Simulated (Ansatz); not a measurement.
# PtSe2: a single-point run

The task is a single-point run on PtSe2. The structure is shown as the input types it. The cell is built on a prototype (3R-MoS2 type) and needn't be the phase found in nature.

Method: density functional or hybrid calculation with the settings of its input, plane waves (as first typed), in Ansatz 0.2.0.

1 further run of the same task is left out (it didn't finish).

## Step 1: Starting point

The structure is trigonal, space group R3m (No. 160). The conventional cell has a = 3.641 Å, b = 3.641 Å, c = 16.454 Å, α = 90.00°, β = 90.00°, γ = 120.00°. Pt (site symmetry 3m) has 6 Se at 2.54 to 2.57 Å as nearest neighbours. Se (site symmetry 3m) is surrounded by 3 Pt at 2.57 Å and 1 Se at 2.90 Å. Around Se (site symmetry 3m) lie 3 Pt at 2.54 Å and 1 Se at 2.90 Å.

As a file:

```cif
data_structure
_symmetry_space_group_name_H-M 'R3m:H'
_symmetry_Int_Tables_number 160
_cell_length_a 3.6410
_cell_length_b 3.6410
_cell_length_c 16.4535
_cell_angle_alpha 90.000
_cell_angle_beta 90.000
_cell_angle_gamma 120.000
_cell_volume 188.90
loop_
_atom_site_label
_atom_site_type_symbol
_atom_site_symmetry_multiplicity
_atom_site_Wyckoff_symbol
_atom_site_fract_x
_atom_site_fract_y
_atom_site_fract_z
_atom_site_occupancy
Pt1 Pt 3 a 0.66667 0.33333 0.33257 1
Se1 Se 3 a 0.33333 0.66667 0.08865 1
Se2 Se 3 a 0.00000 0.00000 0.24545 1
```

## Step 2: The run

Input file input.yaml:

```yaml
crystal:
  lattice:
    - [1.820497194, 1.051064545, 5.48450214]
    - [-1.820497194, 1.051064545, 5.48450214]
    - [0.0, -2.10212909, 5.48450214]
  atoms:
    - { symbol: Pt, position: [-0.0007636739, -0.0007636739, -0.0007636739] }
    - { symbol: Se, position: [0.4219829424, 0.4219829424, 0.4219829424] }
    - { symbol: Se, position: [0.2454473983, 0.2454473983, 0.2454473983] }
kpoints:
  mp_grid: { grid: [0, 4, 4] }
hamiltonian:
  xc: pbe
scf:
  occupations: { method: fermi_dirac, width: 0.02 }
  n_extra_bands: 4
output:
  forces: true
  stress: true
  eigenvalues: true
```

Launch:

```bash
> ansatz run input.yaml --threads 4 --pin off --max-ram 3686MiB --backend cpu --events-out ev --progress --plain --runs-dir out
```

Q: Will this input give a usable result? If not, why, and what should change?

The run ended at the input check. Its message: «invalid value for `kpoints.mp_grid.grid`: each dimension must be in 1..=255»

The suspect setting: kpoints.mp_grid.grid is [0, 4, 4]. No mesh follows from the k-point block as it stands.

The cure: set kpoints.mp_grid.grid to [6, 6, 6].
